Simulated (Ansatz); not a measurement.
# GaN (P6_3mc) in Ansatz: further runs

The runs below take GaN through relaxation of cell and atoms, single point, with revPBE, r2SCAN+D3(BJ), PBE.

All numbers are computed with Ansatz 0.2.0; they aren't measurements. Logs are shortened: lines on timing, memory, paths and dates and some standing lists are left out, and cuts for length are marked.

**The experiment to reproduce.**

From “Studying electronic properties in GaN without electrical contacts using γ-γ vs e−-γ Perturbed Angular Correlations”, 2019, pmc:6823545, for a bulk crystal of GaN: band gap 3.503 ± 0.005 eV (direct).

How close the calculation comes is told below.

## Step 1: The structure

The structure is hexagonal, space group P6_3mc (No. 186). The conventional cell has a = 3.180 Å, b = 3.180 Å, c = 5.166 Å, α = 90.00°, β = 90.00°, γ = 120.00°. Ga (site symmetry 3m) is surrounded by 4 N at 1.94 to 1.95 Å. Around N (site symmetry 3m) lie 4 Ga at 1.94 to 1.95 Å.

## Step 2: Relaxation of cell and atoms, revPBE

File input.yaml:

```yaml
crystal:
  lattice:
    - [3.18, 0.0, 0.0]
    - [-1.59, 2.753960784, 0.0]
    - [0.0, 0.0, 5.166]
  atoms:
    - { symbol: Ga, position: [0.6666666667, 0.3333333333, 0.5] }
    - { symbol: Ga, position: [0.3333333333, 0.6666666667, 0.0] }
    - { symbol: "N", position: [0.6666666667, 0.3333333333, 0.875] }
    - { symbol: "N", position: [0.3333333333, 0.6666666667, 0.375] }
hamiltonian:
  xc: revpbe
  pseudopotentials: { kind: paw }
kpoints:
  mp_grid: { grid: [10, 10, 5] }
scf:
  occupations: { method: fermi_dirac, width: 0.05 }
output:
  forces: true
  stress: true
relax:
  f_tol: 0.01
  max_steps: 40
  cell: { stress_tol: 0.05 }
```

Potentials or basis: Ansatz PAW.

Run with:

```console
$ ansatz run input.yaml --threads 2 --pin off --max-ram 5120MiB --backend cpu --events-out ev --progress --plain --runs-dir out
```

What it wrote:

```text
Warning: RAYON_NUM_THREADS=2 ignored (pool sized by the plan → 2); use --threads N
Engine: ansatz 0.2.0, aarch64-unknown-linux-gnu
Pseudopotentials: kind: paw
Pseudopotential: Ga, paw, valence charge 13, recommended cutoff 420 eV (normal), Ga.paw.azcp
Pseudopotential: N, paw, valence charge 5, recommended cutoff 420 eV (normal), N.paw.azcp
Functional definition: revPBE
  parameter kappa = 1.245
  parameter beta = 0.06672455060314922
  exchange = pbe_x(kappa = kappa, mu = beta*pi^2/3)
  correlation = pbe_c(beta = beta)
Crystal: 4 atoms, lattice volume = 45.242 Å³
Basis set: ecut = 420 eV, 881 PW (Γ), exchange–correlation on 48×48×72 points (8 copies of the dense FFT grid, shifted against one another)
Bands: 22, of which v1, the nominal top of the filled ones, is band 18 counted from 1 (17 counted from 0)
Symmetry: 12 space group operations
Space group: P63mc (ITA 186), of the structure as read, at distance tolerance 3.6e-5 Å
k-points: 42 of 500 (time reversal used)
Non-local potential: Ga, projectors of the file, l = 0: 2, l = 1: 2, l = 2: 3, l = 3: 1
Non-local potential: N, projectors of the file, l = 0: 2, l = 1: 2, l = 2: 1
PAW form: soft (Blöchl's): semilocal exchange-correlation on the pseudo side does not see the compensation charge
PAW frozen core: Ga, regenerated for the run's functional, and the local potential with it (the file was generated under x = pbe(κ = 0.804, μ = 0.2195149727645171), c = pbe(β = 0.06672455060314922))
PAW frozen core: N, regenerated for the run's functional, and the local potential with it (the file was generated under x = pbe(κ = 0.804, μ = 0.2195149727645171), c = pbe(β = 0.06672455060314922))
PAW one-centre angular grid: Ga, 590 points (default); XC on 64 Gauss nodes
PAW one-centre angular grid: N, 110 points (default); XC on 64 Gauss nodes
Initial density: superposition of atomic densities (neutral atoms: chi_scale 0, normalization atom), corrected by the library's trained network
Initial wavefunctions: pseudopotential atomic-orbital guess
Functional: x = revpbe(κ = 1.245, μ = 0.2195149727645171), c = pbe(β = 0.06672455060314922)
SCF iter   1: F=—  HF=-8345.816448 eV  |F-HF|=—  |Δ(HF+E_count)|=         —  Δρ=2.79e-3  dr2=1.43e-3  ethr=1.77e-3  ⟨swp⟩=5.0  Hψ=3702  notcnv=0
preconditioner: auto → Resta (q_TF=auto, 2.626 Å⁻¹)  ε∞=4.9  [insulator: Δε(μ)=1.998 eV  Ē_g=16.719 eV  σ=0.050 eV  W_gap=1.00  n_scr=22 (ndim 8)  ℏωp=33.1 eV  f_vac=0.008  D(μ)=0.00/eV (n_scr^D=0)  ε∞_Penn≈4.9]
SCF iter   2: F=—  HF=-8345.816411 eV  |F-HF|=—  |Δ(HF+E_count)|=   3.72e-5  Δρ=1.16e-3  dr2=3.60e-4  ethr=3.99e-6  ⟨swp⟩=2.0  Hψ=1978  notcnv=0
SCF iter   3: F=—  HF=-8345.816463 eV  |F-HF|=—  |Δ(HF+E_count)|=   5.24e-5  Δρ=7.40e-4  dr2=1.17e-4  ethr=1.00e-6  ⟨swp⟩=2.7  Hψ=1662  notcnv=0
SCF iter   4: F=—  HF=-8345.816521 eV  |F-HF|=—  |Δ(HF+E_count)|=   5.82e-5  Δρ=1.07e-4  dr2=6.31e-6  ethr=3.26e-7  ⟨swp⟩=2.6  Hψ=1569  notcnv=0
SCF iter   5: F=—  HF=-8345.816515 eV  |F-HF|=—  |Δ(HF+E_count)|=   5.86e-6  Δρ=5.29e-5  dr2=9.76e-7  ethr=1.75e-8  ⟨swp⟩=2.0  Hψ=1307  notcnv=0
SCF iter   6: F=-8345.816518 eV  HF=-8345.816518 eV  |F-HF|=7.23e-8  |Δ(HF+E_count)|=   2.25e-6  Δρ=9.31e-6  dr2=4.58e-8  ethr=2.78e-10  ⟨swp⟩=3.0  Hψ=3752  notcnv=0
SCF 1 converged in 6 iterations: F = -8345.816518 eV  dr2 = 4.58e-8
relax step   1: F+E_penalty+E_count = -8345.81651772 eV  Δ(F+E_penalty+E_count) = +0.000e0 eV  max|allowed force component| = 1.409e-1 eV/Å  Δτ_max = 0.0000 Å  P = +10.372 GPa  Ω = 45.242 Å³  (6 SCF iters, dr2 threshold 1.00e-7 eV, accepted)
Crystal: 4 atoms, lattice volume = 46.706 Å³
Basis set: ecut = 420 eV, 941 PW (Γ), exchange–correlation on 48×48×72 points (8 copies of the dense FFT grid, shifted against one another)
Initial density: handed on by an earlier stage of this run
Initial wavefunctions: those handed on with the density
iter 1 solved again at ethr=5.30e-5 eV; its pass at ethr=3.10e-3 eV (dr2=1.91e-2 eV) is discarded
SCF iter   1: F=—  HF=-8345.882485 eV  |F-HF|=—  |Δ(HF+E_count)|=         —  Δρ=6.07e-3  dr2=1.93e-2  ethr=5.30e-5  ⟨swp⟩=1.0  Hψ=4807  notcnv=0
preconditioner: auto → Resta (q_TF=auto, 2.612 Å⁻¹)  ε∞=4.9  [insulator: Δε(μ)=1.741 eV  Ē_g=16.481 eV  σ=0.050 eV  W_gap=1.00  n_scr=22 (ndim 8)  ℏωp=32.6 eV  f_vac=0.016  D(μ)=0.00/eV (n_scr^D=0)  ε∞_Penn≈4.9]
SCF iter   2: F=—  HF=-8345.877592 eV  |F-HF|=—  |Δ(HF+E_count)|=   4.89e-3  Δρ=1.29e-3  dr2=8.40e-4  ethr=5.30e-5  ⟨swp⟩=2.0  Hψ=1330  notcnv=0
SCF iter   3: F=—  HF=-8345.877748 eV  |F-HF|=—  |Δ(HF+E_count)|=   1.56e-4  Δρ=7.88e-4  dr2=2.58e-4  ethr=2.33e-6  ⟨swp⟩=2.0  Hψ=1577  notcnv=0
SCF iter   4: F=—  HF=-8345.877935 eV  |F-HF|=—  |Δ(HF+E_count)|=   1.87e-4  Δρ=2.08e-4  dr2=1.97e-5  ethr=7.15e-7  ⟨swp⟩=2.6  Hψ=1745  notcnv=0
[... 46 lines left out ...]
SCF 6 converged in 9 iterations: F = -8345.898144 eV  dr2 = 1.04e-12
relax step   6: F+E_penalty+E_count = -8345.89814379 eV  Δ(F+E_penalty+E_count) = -9.385e-3 eV  max|allowed force component| = 2.836e-4 eV/Å  Δτ_max = 0.0000 Å  P = +0.264 GPa  Ω = 47.764 Å³  stress off target by 2.84e-1 GPa  SCF on the basis re-selected at this cell (its energy is not comparable with the rows above)  (9 SCF iters)
basis re-selected at this cell: Δ(F+E_penalty+E_count) = -9.385e-3 eV, ΔP = +0.263 GPa vs the last step (what re-selecting the basis moved, of the pressure what is left beyond the Pulay correction that the steps carried, after the strain that the cell walked since its last selection, with what the two solves' SCF thresholds leave and, on support functions, any second-order correction that the steps lacked; it is no measure of the basis error at this ecutwfc). This SCF's stress stands 2.84e-1 GPa from its target on what of the cell is left free (relax.cell.stress_tol is 5.00e-2 GPa) and its largest allowed force component is 2.84e-4 eV/Å (relax.f_tol is 1.00e-2 eV/Å): not within both, so this SCF does not close the relaxation
Crystal: 4 atoms, lattice volume = 47.839 Å³
iter 1 solved again at ethr=1.15e-7 eV; its pass at ethr=3.10e-3 eV (dr2=4.13e-5 eV) is discarded
SCF iter   1: F=—  HF=-8345.897988 eV  |F-HF|=—  |Δ(HF+E_count)|=         —  Δρ=2.79e-4  dr2=4.21e-5  ethr=1.15e-7  ⟨swp⟩=2.4  Hψ=4347  notcnv=0
preconditioner: auto → Resta (q_TF=auto, 2.602 Å⁻¹)  ε∞=4.9  [insulator: Δε(μ)=1.629 eV  Ē_g=16.322 eV  σ=0.050 eV  W_gap=1.00  n_scr=22 (ndim 8)  ℏωp=32.2 eV  f_vac=0.013  D(μ)=0.00/eV (n_scr^D=0)  ε∞_Penn≈4.9]
SCF iter   2: F=—  HF=-8345.897996 eV  |F-HF|=—  |Δ(HF+E_count)|=   8.01e-6  Δρ=6.10e-5  dr2=1.86e-6  ethr=1.15e-7  ⟨swp⟩=2.0  Hψ=1167  notcnv=0
SCF iter   3: F=—  HF=-8345.897996 eV  |F-HF|=—  |Δ(HF+E_count)|=   3.41e-7  Δρ=3.70e-5  dr2=6.07e-7  ethr=5.62e-10  ⟨swp⟩=4.0  Hψ=3327  notcnv=0
SCF iter   4: F=-8345.897996 eV  HF=-8345.897996 eV  |F-HF|=1.56e-8  |Δ(HF+E_count)|=   3.84e-7  Δρ=7.43e-6  dr2=2.77e-8  ethr=5.62e-10  ⟨swp⟩=4.0  Hψ=3359  notcnv=0
SCF 7 converged in 4 iterations: F = -8345.897996 eV  dr2 = 2.77e-8
relax step   7: F+E_penalty+E_count = -8345.89799626 eV  Δ(F+E_penalty+E_count) = +1.475e-4 eV  max|allowed force component| = 1.824e-5 eV/Å  Δτ_max = 0.0000 Å  P = +0.004 GPa  Ω = 47.839 Å³  energy of the carried Pulay correction = -2.103e-4 eV  (4 SCF iters, dr2 threshold 2.02e-7 eV, accepted)
iter 1 solved again at ethr=2.38e-8 eV; its pass at ethr=3.10e-3 eV (dr2=8.56e-6 eV) is discarded
SCF iter   1: F=—  HF=-8345.898139 eV  |F-HF|=—  |Δ(HF+E_count)|=         —  Δρ=9.02e-6  dr2=2.68e-8  ethr=2.38e-8  ⟨swp⟩=3.0  Hψ=6499  notcnv=0
preconditioner: auto → Resta (q_TF=auto, 2.602 Å⁻¹)  ε∞=4.9  [insulator: Δε(μ)=1.631 eV  Ē_g=16.322 eV  σ=0.050 eV  W_gap=1.00  n_scr=22 (ndim 8)  ℏωp=32.2 eV  f_vac=0.013  D(μ)=0.00/eV (n_scr^D=0)  ε∞_Penn≈4.9]
SCF iter   2: F=—  HF=-8345.898155 eV  |F-HF|=—  |Δ(HF+E_count)|=   1.67e-5  Δρ=6.56e-6  dr2=1.34e-8  ethr=7.45e-11  ⟨swp⟩=2.0  Hψ=1680  notcnv=0
SCF iter   3: F=—  HF=-8345.898155 eV  |F-HF|=—  |Δ(HF+E_count)|=   1.11e-8  Δρ=3.76e-6  dr2=5.63e-9  ethr=3.72e-11  ⟨swp⟩=2.7  Hψ=1795  notcnv=0
SCF iter   4: F=—  HF=-8345.898155 eV  |F-HF|=—  |Δ(HF+E_count)|=   1.07e-8  Δρ=1.45e-6  dr2=1.00e-9  ethr=1.56e-11  ⟨swp⟩=2.0  Hψ=1390  notcnv=0
SCF iter   5: F=—  HF=-8345.898155 eV  |F-HF|=—  |Δ(HF+E_count)|=   2.10e-9  Δρ=3.64e-7  dr2=4.92e-11  ethr=2.78e-12  ⟨swp⟩=2.0  Hψ=1619  notcnv=0
SCF iter   6: F=-8345.898155 eV  HF=-8345.898155 eV  |F-HF|=3.64e-12  |Δ(HF+E_count)|=  8.55e-11  Δρ=5.43e-8  dr2=1.48e-12  ethr=1.00e-12  ⟨swp⟩=4.0  Hψ=3356  notcnv=0
SCF 8 converged in 6 iterations: F = -8345.898155 eV  dr2 = 1.48e-12
relax step   8: F+E_penalty+E_count = -8345.89815522 eV  Δ(F+E_penalty+E_count) = -1.590e-4 eV  max|allowed force component| = 1.318e-5 eV/Å  Δτ_max = 0.0000 Å  P = +0.007 GPa  Ω = 47.839 Å³  stress off target by 1.56e-2 GPa  SCF on the basis re-selected at this cell (its energy is not comparable with the rows above)  (6 SCF iters)
basis re-selected at this cell: Δ(F+E_penalty+E_count) = -1.590e-4 eV, ΔP = +0.002 GPa vs the last step (what re-selecting the basis moved, of the pressure what is left beyond the Pulay correction that the steps carried, after the strain that the cell walked since its last selection, with what the two solves' SCF thresholds leave and, on support functions, any second-order correction that the steps lacked; it is no measure of the basis error at this ecutwfc). This SCF's stress stands 1.56e-2 GPa from its target on what of the cell is left free (relax.cell.stress_tol is 5.00e-2 GPa) and its largest allowed force component is 1.32e-5 eV/Å (relax.f_tol is 1.00e-2 eV/Å): within both
SCF converged after 6 iterations
Free energy (F): -8345.898155 eV
Harris-Foulkes:  -8345.898155 eV  (|F-HF|=3.64e-12)
Internal energy: -8345.898155 eV  (E = F + TS)
E sigma→0 (E₀):  -8345.898155 eV
Fermi energy:    9.970452 eV
--- Per-component energies (eV) ---
  E_band       = -28.444543
  E_kinetic    = 490.957817
  E_local      = -3975.807861  (includes V_loc(G=0)·N_el)
  E_nonlocal   = 947.340094
  E_hartree    = 1824.434632
  E_xc         = -256.682784
  E_vxc        = -266.478511  (∫ρ·V_xc dr)
  E_paw        = -4250.786096  (= ΣΔE_a)
  E_vpaw       = -873.325512  (= ΣTr[D̂ρ^β])
  E_aug_tail   = 0.000124  (compensation charges beyond the density's cutoff)
  E_ewald      = -3125.147643
  E_core_change = -0.206438  (= ΣΔE_core)
  E_smearing   = -0.000000  (= −TS)
  E_closure    = -0.000000  (closes the sum)
  Σ components = -8345.898155   (vs F -8345.898155, Δ=0.00e0)
--- Forces (eV/Å), atoms counted from 1 ---
  atom   1  Ga     0.00000000     0.00000000     0.00001302
  atom   2  Ga     0.00000000    -0.00000000     0.00001302
  atom   3  N      0.00000000     0.00000000    -0.00001333
  atom   4  N     -0.00000000    -0.00000000    -0.00001333
  max |Σ_I F_I| component: 6.19e-7 eV/Å
--- Stress (GPa, compression-positive) ---
        0.002595       0.000000      -0.000000
       -0.000000       0.002595       0.000000
       -0.000000       0.000000       0.015603
  P = ⅓ Tr σ = 0.0069 GPa (0.069 kbar)
--- Relaxed structure (6 steps of the walk, 6 accepted, 2 SCFs on fresh bases) ---
  F+E_penalty+E_count = -8345.89815522 eV   max|allowed force component| = 1.318e-5 eV/Å   (the final SCF, on the basis selected at the relaxed cell)
  cell:  # Å, volume = 47.8390 Å³
    - [3.2370420301719434, -1.055489588172967e-18, 1.5743892344386888e-17]
    - [-1.6185210150859717, 2.803360631246856, -7.871946172193445e-18]
    - [2.5576398695475582e-17, -3.769850409521844e-33, 5.271745530877445]
  atoms:
    - { symbol: Ga, position: [0.6666666666666666, 0.3333333333333333, 0.49907242493831405] }
    - { symbol: Ga, position: [0.3333333333333333, 0.6666666666666666, -0.0009275750616859426] }
    - { symbol: N, position: [0.6666666666666666, 0.3333333333333333, 0.8759275750616858] }
    - { symbol: N, position: [0.3333333333333333, 0.6666666666666666, 0.3759275750616859] }
```

Run time: 14 s. Hardware: 2 threads of Arm Neoverse V1, shared host; peak memory 0.36 GiB.

Results:

```
Free energy                            : -8345.8982 eV
Relaxed volume                         : 11.96 Å³/atom
Relaxed cell                           : a = 3.237 Å, b = 3.237 Å, c = 5.272 Å, α = 90.00°, β = 90.00°, γ = 120.00°
Space group after relaxing (to 0.05 Å) : P6_3mc (No. 186)
Energy gained by relaxing              : 20.4 meV/atom
Ionic steps                            : 8
Pressure after relaxing                : 0.0 GPa
Band gap on the k mesh                 : 1.63 eV
```

Step by step:
```csv
step,energy change (eV),largest force (eV/Å),volume (Å³)
1,0.0000,0.1409,45.24
2,-0.0614,0.0997,46.71
3,-0.0722,0.0475,47.68
4,-0.0723,0.0097,47.76
5,-0.0722,0.0002,47.76
6,-0.0816,0.0003,47.76
7,-0.0815,0.0000,47.84
8,-0.0816,0.0000,47.84
```

Final structure:
```
CELL_PARAMETERS angstrom
3.23704 0.00000 0.00000
-1.61852 2.80336 0.00000
0.00000 0.00000 5.27175
ATOMIC_POSITIONS crystal
Ga 0.66667 0.33333 0.49907
Ga 0.33333 0.66667 0.99907
N 0.66667 0.33333 0.87593
N 0.33333 0.66667 0.37593
```

Caveat: odd divisions of the mesh miss points on the zone boundary, where band edges often lie, so the gap on the mesh can be too wide; the plane-wave basis is chosen anew once the cell has moved, so the energies of steps on either side of that aren't comparable; the pressure holds a Pulay correction of +0.5 GPa for the finite cutoff; the PAW data sets come from PBE, with cores solved anew for the run's functional, which leaves a small shift of forces and pressure.

## Step 3: Relaxation of cell and atoms, r2SCAN+D3(BJ)

input.yaml, as its differences from that of step 2:

```diff
@@ -11,4 +11,5 @@
 hamiltonian:
-  xc: revpbe
+  xc: r2scan
   pseudopotentials: { kind: paw }
+  dispersion: d3bj
 kpoints:
@@ -20,2 +21,6 @@
   stress: true
+  write_density: true
+  write_potential: true
+  elf: true
+  volumetric_format: npy
 relax:
```

Potentials or basis: Ansatz PAW.

Run with:

```console
$ ansatz run input.yaml --threads 2 --pin off --max-ram 5120MiB --backend cpu --events-out ev --progress --plain --runs-dir out
```

Run time: 25 s. Hardware: 2 threads of Arm Neoverse V1, shared host; peak memory 0.48 GiB.

It converged, with:

- Free energy: -8353.2589 eV
- Relaxed volume: 11.27 Å³/atom
- Relaxed cell: a = 3.174 Å, b = 3.174 Å, c = 5.169 Å, α = 90.00°, β = 90.00°, γ = 120.00°
- Space group after relaxing (to 0.05 Å): P6_3mc (No. 186)
- Energy gained by relaxing: 0.5 meV/atom
- Ionic steps: 5
- Pressure after relaxing: 0.0 GPa
- Band gap on the k mesh: 2.41 eV, direct

Step by step:
```csv
step,energy change (eV),largest force (eV/Å),volume (Å³)
1,0.0000,0.1420,45.24
2,-0.0013,0.1002,45.15
3,-0.0021,0.0186,45.07
4,-0.0022,0.0014,45.09
5,-0.0021,0.0014,45.09
```

Final structure:
```
CELL_PARAMETERS angstrom
3.17373 0.00000 0.00000
-1.58686 2.74853 0.00000
0.00000 0.00000 5.16878
ATOMIC_POSITIONS crystal
Ga 0.66667 0.33333 0.49914
Ga 0.33333 0.66667 0.99914
N 0.66667 0.33333 0.87586
N 0.33333 0.66667 0.37586
```

Levels at points of the mesh, in eV from the valence-band top:
```tsv
k point	band 15	band 16	band 17	band 18	band 19	band 20	band 21	band 22
(0.00, 0.00, 0.00)	-1.08	-0.04	0.00	0.00	2.41	4.90	10.02	10.65
(0.00, -0.50, 0.00)	-4.34	-2.87	-2.27	-1.04	5.62	6.19	6.59	9.46
```

Caveat: odd divisions of the mesh miss points on the zone boundary, where band edges often lie, so the gap on the mesh can be too wide; the plane-wave basis is chosen anew once the cell has moved, so the energies of steps on either side of that aren't comparable; the PAW data sets come from PBE, with cores solved anew for the run's functional, which leaves a small shift of forces and pressure; the dispersion damping was fitted for another functional or another form of the correction. r2SCAN opens gaps a little over a GGA but as a rule still falls short of measured ones.

## Step 4: Single point, PBE

input.yaml, as its differences from that of step 3:

```diff
@@ -11,7 +11,6 @@
 hamiltonian:
-  xc: r2scan
+  xc: pbe
   pseudopotentials: { kind: paw }
-  dispersion: d3bj
 kpoints:
-  mp_grid: { grid: [10, 10, 5] }
+  mp_grid: { grid: [13, 13, 7] }
 scf:
@@ -21,9 +20,2 @@
   stress: true
-  write_density: true
-  write_potential: true
-  elf: true
-  volumetric_format: npy
-relax:
-  f_tol: 0.01
-  max_steps: 40
-  cell: { stress_tol: 0.05 }
+  eigenvalues: true
```

Run with:

```console
$ ansatz run input.yaml --threads 2 --pin off --max-ram 5120MiB --backend cpu --events-out ev --progress --plain --runs-dir out
```

It took 3.5 s on 2 threads of Arm Neoverse V1, shared host; peak memory 0.37 GiB.

It converged, with:

```yaml
Free_energy: -8335.7964 eV
Pressure: 7.3 GPa
Largest_force: 0.137 eV/Å
Band_gap_on_the_k_mesh: 1.96 eV, direct
```

Forces on the atoms (eV/Å):
```
Ga   0.000  0.000 -0.137
Ga   0.000  0.000 -0.137
N    0.000  0.000  0.137
N    0.000  0.000  0.137
```

Stress tensor (GPa, compression positive):
```
6.58 0.00 0.00
0.00 6.58 0.00
0.00 0.00 8.74
```

Levels at points of the mesh, in eV from the valence-band top:
| k point | band 16 | band 17 | band 18 | band 19 | band 20 | band 21 |
| --- | --- | --- | --- | --- | --- | --- |
| (0.00, 0.00, 0.00) | -0.06 | 0.00 | 0.00 | 1.96 | 4.30 | 9.25 |

Caveat: odd divisions of the mesh miss points on the zone boundary, where band edges often lie, so the gap on the mesh can be too wide; the pressure holds a Pulay correction of +0.5 GPa for the finite cutoff.

## Step 5: Summary

| task | level | cell | k mesh | cutoff (eV) | gap on the mesh (eV) | pressure (GPa) | relaxed volume (Å³/atom) |
| --- | --- | --- | --- | --- | --- | --- | --- |
| relaxation of cell and atoms | revPBE | relaxed | 10 × 10 × 5 | 420 | 1.63 | 0.0 | 11.96 |
| relaxation of cell and atoms | r2SCAN+D3(BJ) | relaxed | 10 × 10 × 5 | 500 | 2.41 | 0.0 | 11.27 |
| single point | PBE | as given | 13 × 13 × 7 | 420 | 1.96 | 7.3 | - |

Alike in all rows: potentials or basis Ansatz PAW; no spin polarisation; smearing fermi-dirac 0.05 eV.

Caveats: odd divisions of the mesh miss points on the zone boundary, where band edges often lie, so the gap on the mesh can be too wide; the plane-wave basis is chosen anew once the cell has moved, so the energies of steps on either side of that aren't comparable (some runs); the PAW data sets come from PBE, with cores solved anew for the run's functional, which leaves a small shift of forces and pressure (some runs); the dispersion damping was fitted for another functional or another form of the correction (some runs).

Total energies depend on the potentials used, so only differences within one code and one set of settings carry meaning.

## Step 6: Against experiment

Step 4. Measured gap of GaN: 3.503 eV (direct; quoted in “Studying electronic properties in GaN without electrical contacts using γ-γ vs e−-γ Perturbed Angular Correlations”, 2019, pmc:6823545). This calculation gives 1.96 eV (-1.54 eV). Spin-orbit coupling on Ga is left out. The value is that of PBE, without temperature or zero-point motion. Semilocal functionals fall short of measured gaps as a rule.
